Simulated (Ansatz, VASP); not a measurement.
## One calculation of PtS2, two programs

```xyz
3
Lattice="3.7204 0.0000 0.0000 -1.8602 3.2219 0.0000 0.0000 0.0000 4.9128" Properties=species:S:1:pos:R:3 pbc="T T T"
Pt    0.0000    0.0000    0.0000
S     0.0000    2.1480    1.2282
S     1.8602    1.0740    3.6846
```

Change from the starting cell: strain +0.050 along x and y, -0.025 along z, atoms carried along.

Alike in both runs: task single point; functional PBEsol; k mesh 12 × 12 × 8; occupations gaussian, width 0.05 eV; no spin polarisation.

|  | VASP | Ansatz |
| --- | --- | --- |
| version | VASP 6.6.1 | Ansatz 0.2.0 |
| potentials or method | VASP PAW PBE potentials, release 64 (Pt, S) | scalar-relativistic, plane waves, PAW |
| plane-wave cutoff (eV) | 520 | 420 |
| valence electrons in the cell | 22 | 30 |

VASP gave:

* gap on the k mesh at the Fermi level (eV): 0.11
* least direct gap on the mesh (eV): 0.55
* pressure (GPa): -13.2
* largest component of the traceless stress (GPa): 4.32
* rms of the force components (eV/Å): 0.514

Question: Estimate Ansatz's values.

Answer: gap on the k mesh at the Fermi level (eV): 0.11; least direct gap on the mesh (eV): 0.55; pressure (GPa): -13.0; largest component of the traceless stress (GPa): 4.23; rms of the force components (eV/Å): 0.506.

Atom by atom the forces differ by 0.008 eV/Å (rms over components). The two sets of potentials don't hold the same shells in valence.

Caveats: the PAW data sets were made with another functional, which shifts forces and pressure a little (VASP); spin-orbit coupling is left out, which moves the levels of the heavy elements; the cell's inner coordinates are idealised or old, which leaves forces on the atoms.
